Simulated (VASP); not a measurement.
# BN (Fmm2) in VASP: reference runs, part 2 of 3

VASP 6.6.1.

## (3) Single point, PBE (atoms moved at random, drawn with an rms of 0.05 Å)

INCAR reads:

```
SYSTEM = BN
PREC = Accurate
ENCUT = 520
EDIFF = 1E-7
ISMEAR = -1
SIGMA = 0.05
LREAL = .False.
LASPH = .True.
NELM = 60
ALGO = Normal
ISIF = 2
LWAVE = .False.
LCHARG = .True.
GGA = PE
LELF = .True.
LVHAR = .True.
NBANDS = 11
```

KPOINTS reads:

```
Automatic mesh
0
Gamma
  13 13 13
  0 0 0
```

POSCAR reads:

```
BN
1.0
    0.0000000000      3.4953158300      2.1660912400
    1.2516321000      0.0000000000      2.1660912400
    1.2516321000      3.4953158300      0.0000000000
N B
1 1
Direct
    0.6608190000      0.6974220000      0.3268340000
    0.0070130000      0.0078650000      0.9907430000
```

Potentials or basis: VASP PAW PBE potentials, release 64 (N, B).

The run is started by

```sh
cat potpaw_PBE.64/N/POTCAR potpaw_PBE.64/B/POTCAR > POTCAR
mpirun -np 1 vasp_std > vasp.out
```

OUTCAR:

```text
SYSTEM = BN
   PREC = Accurate
   ENCUT = 520
   EDIFF = 1E-7
   ISMEAR = -1
   LREAL = .False.
   LASPH = .True.
   NELM = 60
   ISIF = 2
   GGA = PE

 ion  position               nearest neighbor table
   1  0.661  0.697  0.327-   2 1.42   2 1.43   2 1.48
   2  0.007  0.008  0.991-   1 1.42   1 1.43   1 1.48

  LATTYP: Found a face centered orthorhombic cell.
 ALAT       =     2.5032642000
 B/A-ratio  =     1.7306133647
 C/A-ratio  =     2.7926064137

  Lattice vectors:

 A1 = (   0.0000000000,   3.4953158300,   2.1660912400)
 A2 = (  -1.2516321000,   3.4953158300,   0.0000000000)
 A3 = (  -1.2516321000,   0.0000000000,   2.1660912400)

Analysis of symmetry for initial positions (statically):
=====================================================================
 Subroutine PRICEL returns:
 Original cell was already a primitive cell.

 Routine SETGRP: Setting up the symmetry group for a
 face centered orthorhombic supercell.

 Subroutine GETGRP returns: Found  1 space group operations
 (whereof  1 operations were pure point group operations)
 out of a pool of  8 trial point group operations.

The static configuration has the point symmetry C_1 .

Analysis of symmetry for dynamics (positions and initial velocities):
=====================================================================
 Subroutine PRICEL returns:
 Original cell was already a primitive cell.

 Routine SETGRP: Setting up the symmetry group for a
 face centered orthorhombic supercell.

 Subroutine GETGRP returns: Found  1 space group operations
 (whereof  1 operations were pure point group operations)
 out of a pool of  8 trial point group operations.

The dynamic configuration has the point symmetry C_1 .

 Subroutine INISYM returns: Found  1 space group operations
 (whereof  1 operations are pure point group operations),
 and found     1 'primitive' translations

----------------------------------------------------------------------------------------

                                     Primitive cell

  volume of cell :      18.9526

  direct lattice vectors                    reciprocal lattice vectors
     0.000000000  3.495315830  2.166091240    -0.399478409  0.143048590  0.230830535
     1.251632100  0.000000000  2.166091240     0.399478409 -0.143048590  0.230830535
     1.251632100  3.495315830  0.000000000     0.399478409  0.143048590 -0.230830535

  length of vectors
     4.112077822  2.501706252  3.712656147     0.483041027  0.483041027  0.483041027

  position of ions in fractional coordinates (direct lattice)
     0.660819000  0.697422000  0.326834000
     0.007013000  0.007865000  0.990743000

  ion indices of the primitive-cell ions
   primitive index   ion index
                 1           1
                 2           2

----------------------------------------------------------------------------------------

 KPOINTS: Automatic mesh

Automatic generation of k-mesh.
 Grid dimensions read from file:
 generate k-points for:   13   13   13

 Generating k-lattice:

  Cartesian coordinates                     Fractional coordinates (reciprocal lattice)
    -0.030729108  0.011003738  0.017756195     0.076923077  0.000000000  0.000000000
     0.030729108 -0.011003738  0.017756195     0.000000000  0.076923077  0.000000000
     0.030729108  0.011003738 -0.017756195    -0.000000000 -0.000000000  0.076923077

  Length of vectors
     0.037157002  0.037157002  0.037157002

  Shift w.r.t. Gamma in fractional coordinates (k-lattice)
     0.000000000  0.000000000  0.000000000

 Subroutine IBZKPT returns following result:
 ===========================================

 Found   1099 irreducible k-points:

 Following reciprocal coordinates:
            Coordinates               Weight
  0.000000  0.000000  0.000000      1.000000
  0.076923 -0.000000 -0.000000      2.000000
 -0.076923 -0.076923 -0.076923      2.000000
 -0.000000  0.076923  0.000000      2.000000
  0.000000  0.000000  0.076923      2.000000
  0.153846 -0.000000  0.000000      2.000000
[... 42 lines left out ...]
  0.076923 -0.461538 -0.000000      2.000000
 -0.076923 -0.076923  0.461538      2.000000
 [... further k-points ...]
   k-points           NKPTS =   1099   k-points in BZ     NKDIM =   1099   number of bands    NBANDS=     11
   number of dos      NEDOS =    301   number of ions     NIONS =      2
   total plane-waves  NPLWV =  17920
   dimension x,y,z NGX =    32 NGY =   20 NGZ =   28
   dimension x,y,z NGXF=    64 NGYF=   40 NGZF=   56
   ions per type =               1   1
   NGX,Y,Z   is equivalent  to a cutoff of  12.94, 13.29, 12.54 a.u.
   NGXF,Y,Z  is equivalent  to a cutoff of  25.87, 26.58, 25.08 a.u.
 SYSTEM =  BN
   PREC   = accura    normal or accurate (medium, high low for compatibility)
   ISTART =      0    job   : 0-new  1-cont  2-samecut
   ICHARG =      2    charge: 1-file 2-atom 10-const
   ISPIN  =      1    spin polarized calculation?
   LNONCOLLINEAR =      F non collinear calculations
   LSORBIT =      F    spin-orbit coupling
   LASPH  =      T    aspherical Exc in radial PAW
   ENCUT  =  520.0 eV  38.22 Ry    6.18 a.u.   7.65  4.65  6.90*2*pi/ulx,y,z
   NELM   =     60;   NELMIN=  2; NELMDL= -5     # of ELM steps
   EDIFF  = 0.1E-06   stopping-criterion for ELM
   LREAL  =      F    real-space projection
   EDIFFG = 0.1E-05   stopping-criterion for IOM
   NSW    =      0    number of steps for IOM
   IBRION =     -1    ionic relax: 0-MD 1-quasi-New 2-CG
   NFREE  =      0    steps in history (QN), initial steepest desc. (CG)
   ISIF   =      2    stress and relaxation
   ISYM   =      2    0-nonsym 1-usesym 2-fastsym
   POTIM  = 0.5000    time-step for ionic-motion
   TEBEG  =    0.0;   TEEND  =   0.0 temperature during run
   PSTRESS=    0.0 pullay stress
   NELECT =       8.0000    total number of electrons
   NUPDOWN=      -1.0000    fix difference up-down
   EMIN   =  10.00;   EMAX   =-10.00  energy-range for DOS
   EFERMI =   0.00;   METHOD = LEGACY
   ISMEAR =    -1;   SIGMA  =   0.05  broadening in eV -4-tet -1-fermi 0-gaus
   EFERMI_NEDOS =   21; number of points for ismear=-14 and -15
   IALGO  =     38    algorithm
   IMIX   =      4    mixing-type and parameters
     AMIX     =   0.40;   BMIX     =  1.00
     AMIX_MAG =   1.60;   BMIX_MAG =  1.00
  volume/ion in A,a.u.               =       9.48        63.95
  Fermi-wavevector in a.u.,A,eV,Ry     =   1.228047  2.320672 20.518928  1.508099
  Thomas-Fermi vector in A             =   2.362987
   LORBIT       =      0    0 simple, 1 ext, 2 COOP (PROOUT), +10 PAW based schemes
   GGA     = PE    functional components
   LHFCALC =     F    Hartree Fock is set to
   AEXX    =    0.0000 exact exchange contribution
   IVDW    =     0    specifies the selected vdW correction
   LEPSILON=     F    determine dielectric tensor
   LRPA    =     F    only Hartree local field effects (RPA)
 non-spin polarized calculation
  energy-cutoff  :      520.00
  volume of cell :       18.95
 maximum number of plane-waves:       527
   NGX = 15   NGY =  9   NGZ = 13

 number of electron       7.9999999 magnetization

 Free energy of the ion-electron system (eV)
  ---------------------------------------------------
  ext. energy  EPLUGINS =         0.00000000
  ---------------------------------------------------
  free energy    TOTEN  =       -17.54829909 eV

  energy without entropy =      -17.54829909  energy(sigma->0) =      -17.54829909

 E-fermi :   2.9915     XC(G=0):  -9.7404

 val. band max:        1.9966148994   @ k =  -0.4615  -0.3077   0.1538
 cond. band min:       5.7151208923   @ k =   0.0000   0.4615   0.4615
 fundamental gap:      3.7185059929
 Fermi energy:         2.9914759092

 k-point     1 :       0.0000    0.0000    0.0000
  band No.  band energies     occupation
      1     -15.8866      2.00000
      2      -2.5010      2.00000
      3       0.1187      2.00000
      4       1.0278      2.00000
      5       6.8192      0.00000
      6      12.9292      0.00000
      7      14.1271      0.00000
      8      14.9711      0.00000
      9      16.4167      0.00000
     10      27.5741      0.00000
     11      28.6531      0.00000
[... 533 lines left out ...]
 k-point    40 :      -0.3846   -0.3846   -0.3077
  band No.  band energies     occupation
      1     -13.6547      2.00000
      2      -5.0703      2.00000
      3      -2.3310      2.00000
      4      -0.1724      2.00000
      5       8.8572      0.00000
      6      11.1892      0.00000
      7      13.5583      0.00000
      8      19.0117      0.00000
      9      20.1543      0.00000
     10      22.1847      0.00000
     11      25.8406      0.00000

 [... further k-points ...]
[... 5 lines left out ...]
  --------------------------------------------------------------------------------------
  -------------------------------------------------------------------------------------
  Total        0.3033807      0.1724223      0.8517386      0.0438661      0.0262233     -0.3859334
  in kB       25.6465325     14.5758591     72.0024113      3.7082605      2.2168119    -32.6251925
  external PRESSURE =      37.4082676 kB  Pullay stress =       0.0000000 kB

 VOLUME and BASIS-vectors are now :
 -----------------------------------------------------------------------------
  energy-cutoff  :      520.00
  volume of cell :       18.95
      direct lattice vectors                 reciprocal lattice vectors
     0.000000000  3.495315830  2.166091240    -0.399478409  0.143048590  0.230830535
     1.251632100  0.000000000  2.166091240     0.399478409 -0.143048590  0.230830535
     1.251632100  3.495315830  0.000000000     0.399478409  0.143048590 -0.230830535

 POSITION                                       TOTAL-FORCE (eV/Angst)
 -----------------------------------------------------------------------------------
      1.28199      3.45216      2.94207        -1.242536      0.452040     -0.889583
      1.24989      3.48747      0.03223         1.242536     -0.452040      0.889583
 -----------------------------------------------------------------------------------
    total drift:                               -0.000086      0.000068     -0.000011

  FREE ENERGIE OF THE ION-ELECTRON SYSTEM (eV)
  ---------------------------------------------------
  free  energy   TOTEN  =       -17.5482990927 eV

  energy  without entropy=      -17.5482990926  energy(sigma->0) =      -17.54829909
```

stdout:

```text
POSCAR found type information on POSCAR N B
 POSCAR found :  2 types and       2 ions
 scaLAPACK will be used
 LDA part: xc-table for (Slater+PW92), standard interpolation
 POSCAR, INCAR and KPOINTS ok, starting setup
 FFT: planning ... GRIDC
 FFT: planning ... GRID_SOFT
 FFT: planning ... GRID
 WAVECAR not read
 entering main loop
```

Run time: 3 min. Hardware: 1 thread of AMD EPYC 9R45 (Zen 5), shared host; peak memory 0.29 GiB.

What came out:

```yaml
Free_energy: -17.5483 eV
Pressure: 3.7 GPa
Largest_force: 1.594 eV/Å
Band_gap_on_the_k_mesh: 3.72 eV, indirect (least direct gap 4.65 eV)
```

Forces in eV/Å, atoms in the order of the input:
```
N   -1.243  0.452 -0.890
B    1.243 -0.452  0.890
```

Stress tensor (GPa, compression positive):
```
 2.56  0.37 -3.26
 0.37  1.46  0.22
-3.26  0.22  7.20
```

Caveat: an odd mesh through Γ misses points on the zone boundary, where band edges often lie.

## (4) Equation of state, PBE, 8.91 Å³/atom (volume scaled by 0.94)

INCAR reads:

```
ALGO = Normal
EDIFF = 1E-7
ENCUT = 520
GGA = PE
ISIF = 2
ISMEAR = -1
LASPH = True
LCHARG = False
LREAL = False
LWAVE = False
NBANDS = 11
NELM = 80
PREC = Accurate
SIGMA = 0.05
```

KPOINTS reads:

```
k-points
0
Gamma
  13 13 13
```

POSCAR reads:

```
BN
1.0
    0.0000000000      3.4239628326      2.1218728889
    1.2260814184      0.0000000000      2.1218728889
    1.2260814184      3.4239628326      0.0000000000
N B
1 1
Direct
    0.6666513400      0.6666513400      0.3333486600
    0.0000486500      0.0000486500      0.9999513500
```

The run is started by

```sh
cat potpaw_PBE.64/N/POTCAR potpaw_PBE.64/B/POTCAR > POTCAR
mpirun -np 1 vasp_std > vasp.out
```

Wall time 52 s (1 thread of AMD EPYC 9R45 (Zen 5), shared host); peak memory 0.15 GiB.

It converged, with:

```yaml
Free_energy: -17.5072 eV
Pressure: 19.6 GPa
Largest_force: 0.013 eV/Å
Band_gap_on_the_k_mesh: 3.94 eV, indirect (least direct gap 4.80 eV)
```

Caveat: an odd mesh through Γ misses points on the zone boundary, where band edges often lie.

## (5) Equation of state, PBE, 9.10 Å³/atom (volume scaled by 0.96)

INCAR reads:

```
SYSTEM = BN
PREC = Accurate
ENCUT = 520
EDIFF = 1E-7
ISMEAR = -1
SIGMA = 0.05
LREAL = .FALSE.
LASPH = .TRUE.
NELM = 100
ALGO = Normal
ISIF = 2
LWAVE = .FALSE.
LCHARG = .FALSE.
GGA = PE
NBANDS = 11
```

KPOINTS reads:

```
Automatic mesh
0
G
  13 13 13
  0 0 0
```

POSCAR reads:

```
BN
1.0
    0.0000000000      3.4480760414      2.1368161481
    1.2347160791      0.0000000000      2.1368161481
    1.2347160791      3.4480760414      0.0000000000
N B
1 1
Direct
    0.6666513400      0.6666513400      0.3333486600
    0.0000486500      0.0000486500      0.9999513500
```

The run is started by

```sh
cat potpaw_PBE.64/N/POTCAR potpaw_PBE.64/B/POTCAR > POTCAR
mpirun -np 1 vasp_std > vasp.out
```

Run time: 42 s. Hardware: 1 thread of AMD EPYC 9R45 (Zen 5), shared host; peak memory 0.15 GiB.

Results (log left out):

| Item | Value |
| --- | --- |
| Free energy | -17.5467 eV |
| Pressure | 13.6 GPa |
| Largest force | 0.012 eV/Å |
| Band gap on the k mesh | 3.92 eV, indirect (least direct gap 4.75 eV) |

Caveat: an odd mesh through Γ misses points on the zone boundary, where band edges often lie.

## (6) Equation of state, PBE, 9.29 Å³/atom (volume scaled by 0.98)

INCAR reads:

```
SYSTEM = BN
  PREC = Accurate
  ENCUT = 520
  EDIFF = 1E-7
  ISMEAR = -1
  SIGMA = 0.05
  LREAL = .FALSE.
  LASPH = .TRUE.
  NELM = 60
  ALGO = Normal
  ISIF = 2
  LWAVE = .FALSE.
  LCHARG = .FALSE.
  GGA = PE
  NBANDS = 11
```

KPOINTS is that of step 5.

POSCAR reads:

```
BN
1.0
    0.0000000000      3.4718566277      2.1515532769
    1.2432316315      0.0000000000      2.1515532769
    1.2432316315      3.4718566277      0.0000000000
N B
1 1
Direct
    0.6666513400      0.6666513400      0.3333486600
    0.0000486500      0.0000486500      0.9999513500
```

Potentials or basis: VASP PAW PBE potentials, release 64 (N, B).

The run is started by

```sh
cat potpaw_PBE.64/N/POTCAR potpaw_PBE.64/B/POTCAR > POTCAR
mpirun -np 1 vasp_std > vasp.out
```

Wall time 53 s (1 thread of AMD EPYC 9R45 (Zen 5), shared host); peak memory 0.15 GiB.

It converged, with:

```yaml
Free_energy: -17.5729 eV
Pressure: 8.2 GPa
Largest_force: 0.011 eV/Å
Band_gap_on_the_k_mesh: 3.91 eV, indirect (least direct gap 4.70 eV)
```

Caveat: an odd mesh through Γ misses points on the zone boundary, where band edges often lie.

## (7) Equation of state, PBE, 9.67 Å³/atom (volume scaled by 1.02)

INCAR reads:

```
PREC = Accurate ; ENCUT = 520
EDIFF = 1E-7 ; ISMEAR = -1
SIGMA = 0.05 ; LREAL = F
LASPH = T ; NELM = 80
ALGO = Normal ; ISIF = 2
LWAVE = F ; LCHARG = F
GGA = PE ; NBANDS = 11
```

KPOINTS reads:

```
Automatic mesh
0
Gamma
  13 13 13
```

POSCAR reads:

```
BN
1.0
    0.0000000000      3.5184642916      2.1804366332
    1.2599212959      0.0000000000      2.1804366332
    1.2599212959      3.5184642916      0.0000000000
N B
1 1
Direct
    0.6666513400      0.6666513400      0.3333486600
    0.0000486500      0.0000486500      0.9999513500
```

The run is started by

```sh
cat potpaw_PBE.64/N/POTCAR potpaw_PBE.64/B/POTCAR > POTCAR
mpirun -np 1 vasp_std > vasp.out
```

Run time: 54 s. Hardware: 1 thread of AMD EPYC 9R45 (Zen 5), shared host; peak memory 0.16 GiB.

Results (log left out):

```yaml
Free_energy: -17.5895 eV
Pressure: -1.2 GPa
Largest_force: 0.009 eV/Å
Band_gap_on_the_k_mesh: 3.88 eV, indirect (least direct gap 4.60 eV)
```

Caveat: an odd mesh through Γ misses points on the zone boundary, where band edges often lie.

## (8) Equation of state, PBE, 9.86 Å³/atom (volume scaled by 1.04)

INCAR reads:

```
SYSTEM = BN
ALGO     = Normal         ! electronic algorithm
EDIFF    = 1E-7           ! SCF threshold, eV
ENCUT    = 520            ! plane-wave cutoff, eV
GGA      = PE             ! functional
ISIF     = 2              ! what is computed and relaxed
ISMEAR   = -1             ! smearing method
LASPH    = .TRUE.         ! aspherical terms in the spheres
LCHARG   = .FALSE.        ! write CHGCAR
LREAL    = .FALSE.        ! projectors in reciprocal space
LWAVE    = .FALSE.        ! write WAVECAR
NBANDS   = 11             ! bands
NELM     = 60             ! most SCF steps
PREC     = Accurate       ! precision mode
SIGMA    = 0.05           ! smearing width, eV
```

KPOINTS reads:

```
k-points
0
G
  13 13 13
  0 0 0
```

POSCAR reads:

```
BN
1.0
    0.0000000000      3.5413121025      2.1945957093
    1.2681028322      0.0000000000      2.1945957093
    1.2681028322      3.5413121025      0.0000000000
N B
1 1
Direct
    0.6666513400      0.6666513400      0.3333486600
    0.0000486500      0.0000486500      0.9999513500
```

The run is started by

```sh
cat potpaw_PBE.64/N/POTCAR potpaw_PBE.64/B/POTCAR > POTCAR
mpirun -np 1 vasp_std > vasp.out
```

Wall time 50 s (1 thread of AMD EPYC 9R45 (Zen 5), shared host); peak memory 0.16 GiB.

It converged, with:

```
Free energy            : -17.5820 eV
Pressure               : -5.3 GPa
Largest force          : 0.008 eV/Å
Band gap on the k mesh : 3.87 eV, indirect (least direct gap 4.56 eV)
```

Caveat: an odd mesh through Γ misses points on the zone boundary, where band edges often lie.

(Part 2 of 3 ends here.)
